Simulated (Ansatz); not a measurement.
**SrO (rocksalt) under strain**

SrO built on the rocksalt prototype, relaxed with r2SCAN in the PAW code Ansatz. It is cubic, Fm-3m (No. 225); conventional cell a = 5.160 Å, 17.17 Å³ an atom. Sr has 6 O at 2.58 Å; O has 6 Sr at 2.58 Å.

The axes x, y and z are those of this cell:
```
Sr O
1.0
     0.00000    2.57989    2.57989
     2.57989    0.00000    2.57989
     2.57989    2.57989    0.00000
Sr O
1 1
Cartesian
  0.0000 0.0000 0.0000
  2.5799 2.5799 2.5799
```

Unstrained: PBE gives an indirect gap of 3.318 eV, from Γ to X; the least direct gap is 3.403 eV at X. The r2SCAN gap is indirect, 3.799 eV (Γ to X), below the direct gap of 3.880 eV at X. The HSE06 gap is indirect, 4.794 eV (Γ to X), below the direct gap of 4.890 eV at X. Meshes: PBE 8×8×8, r2SCAN 8×8×8, HSE06 6×6×6. Strains are changes of length per length, and xy shears are angles. After each strain the atoms were relaxed again with r2SCAN within the symmetry that the strain leaves, so tilts or polar shifts that break it weren't tested; points keep the names that they have in the unstrained zone. Calculated for a static, non-magnetic cell.

Changes of the least gap in eV (an overlap counts as a negative gap):
```tsv
strain	volume change (%)	space group	PBE	r2SCAN	HSE06	energy rise, r2SCAN (meV/atom)
xy shear, engineering strain (angle) -1.5 %	0.0	Immm	-0.018	-0.017	-0.018	0.7
uniaxial +5.0 % along [111]	+5.0	R-3m	-0.043	-0.046	-0.060	22.0
epitaxial +4.0 % in the plane normal to [111], free normal strain -2.76 %	+5.2	R-3m	-0.103	-0.106	-0.122	29.6
isotropic +2.5 % on every length	+7.7	Fm-3m	+0.019	+0.015	-0.006	25.9
epitaxial +0.5 % in the xy plane, free normal strain -0.25 %	+0.7	I4/mmm	-0.032	-0.033	-0.031	0.5
```

Xy shear, engineering strain (angle) -1.5 %. HSE06: the gap goes from 4.794 to 4.776 eV (-0.018 eV); with r2SCAN the top three valence levels at Γ, degenerate before, become 1+1+1 from the top over 33 meV. Stress change with r2SCAN, compression positive: xx 0.00, yy 0.00, zz -0.01, xy +0.83 GPa.

Uniaxial +5.0 % along [111], other directions held. HSE06: the gap goes from 4.794 to 4.734 eV (-0.060 eV); with r2SCAN the top three valence levels at Γ, degenerate before, become 2+1 from the top over 115 meV. Stress change with r2SCAN, compression positive: xx -4.18, yy -4.18, zz -4.18, xy -1.98, xz -1.98, yz -1.98 GPa.

Epitaxial +4.0 % in the plane normal to [111], free normal strain -2.76 %. HSE06: the gap goes from 4.794 to 4.672 eV (-0.122 eV); with r2SCAN the top three valence levels at Γ, degenerate before, become 1+2 from the top over 136 meV. Stress change with r2SCAN, compression positive: xx -4.39, yy -4.39, zz -4.39, xy +2.19, xz +2.19, yz +2.19 GPa.

Isotropic +2.5 % on every length. HSE06: the gap goes from 4.794 to 4.788 eV (-0.006 eV). Stress change with r2SCAN, compression positive: xx -5.88, yy -5.88, zz -5.88 GPa. For HSE06, dE_g/d ln V = -0.1 eV over this step.

Epitaxial +0.5 % in the xy plane, free normal strain -0.25 %. HSE06: the gap goes from 4.794 to 4.763 eV (-0.031 eV); the X points, equivalent before, split by 29 meV, and the conduction bottom lies at those like (1/2, 1/2, 0); with r2SCAN the top three valence levels at Γ, degenerate before, become 1+2 from the top over 25 meV. Stress change with r2SCAN, compression positive: xx -1.00, yy -1.00, zz -0.03 GPa.

The meshes of the hybrids are coarse, so their gaps aren't converged to the digits shown.

The splittings at Γ are without spin-orbit coupling, which regroups them where it is of like size or larger.
